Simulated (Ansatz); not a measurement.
**SiNi: which magnetic state is lowest?**

Method: Ansatz, DFT r2SCAN, scalar-relativistic, plane waves, PAW.

```yaml
crystal:
  lattice:
    - [2.63766, 0.00000, 0.00000]
    - [0.00000, 2.63766, 0.00000]
    - [0.00000, 0.00000, 3.27280]
  atoms:
    - { symbol: Ni, position: [0.00000, 0.00000, 0.00000] }
    - { symbol: Si, position: [0.50000, 0.50000, 0.50000] }
```

The plane-wave cutoff is 500 eV and the Γ-centred k-mesh is 16×16×12. The occupation rule is Gaussian smearing, 0.1 eV, the list of starting moments (μB, in atom order) is 2.5 0 and the check for lower electronic states after the SCF is off.

All runs keep this geometry, which isn't relaxed for the lowest state (largest force there 0.000 eV/Å, pressure -7.4 GPa) and needn't be a stable compound; relaxing each order can shift differences of a few meV. Site moments are spin moments in atom-centred spheres that scale with the neighbour distance. The states are those that the runs reached from these starts; a lower one can exist. No antiferromagnetic start is among these.

```
                          start ends energy above lowest (meV/atom) site moments (μB) gap on mesh (eV) P (GPa)
                        no spin non-magnetic                            0.00     none over 0.05             metal     -7.4
large parallel starting moments non-magnetic                            0.00     none over 0.05             metal     -7.4
```

Cost: 2 runs of about 0.88 core-minutes in all, on Intel Xeon Platinum 8581C (Emerald Rapids) (shared hosts).